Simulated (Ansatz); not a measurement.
The system is NiO2.

```xyz
3
Lattice="2.7988 0.0000 0.0000 -1.3994 2.4238 0.0000 0.0000 0.0000 4.6183" Properties=species:S:1:pos:R:3 pbc="T T T"
Ni    0.0000    0.0000    2.3091
O     0.0000    1.6159    1.3576
O     1.3994    0.8079    3.2607
```

The cell comes from a database or a generator and needn't be the stable form of this composition.

Base run:

- Program: Ansatz 0.2.0
- Functional: r2SCAN
- Potentials or basis: Ansatz PAW
- Cutoff: 500 eV
- Density cutoff: 2000 eV
- k mesh: 8 × 8 × 5
- Occupations: fermi-dirac, width 0.05 eV
- Spin: collinear spin, ferromagnetic start
- Starting moments: [1.0, 0.0, 0.0] μB

Its results: band gap on the k mesh 1.45 eV, indirect (least direct gap 1.63 eV); pressure -5.4 GPa; net moment 0.00 μB per cell; largest force 0.428 eV/Å.

Problem. The run is repeated on the same cell with these changes: functional from r2SCAN to BLYP; cutoff from 500 eV to 420 eV; density cutoff from 2000 eV to 1680 eV. What comes out?

Solution. Band gap on the k mesh 1.09 eV, indirect (least direct gap 1.32 eV); pressure 8.7 GPa; net moment 0.00 μB per cell; largest force 0.249 eV/Å.

r2SCAN gives the wider gap, since meta-GGAs in the generalised Kohn-Sham scheme recover part of the derivative discontinuity.

Caveats: the PAW data sets come from PBE, with cores solved anew for the run's functional, which leaves a small shift of forces and pressure; the magnetic or orbital state may not be the lowest (some runs); the potentials were made for another functional, which shifts forces and pressure (some runs).

A k mesh can miss the band edges.

Not every run made on this cell is shown here.
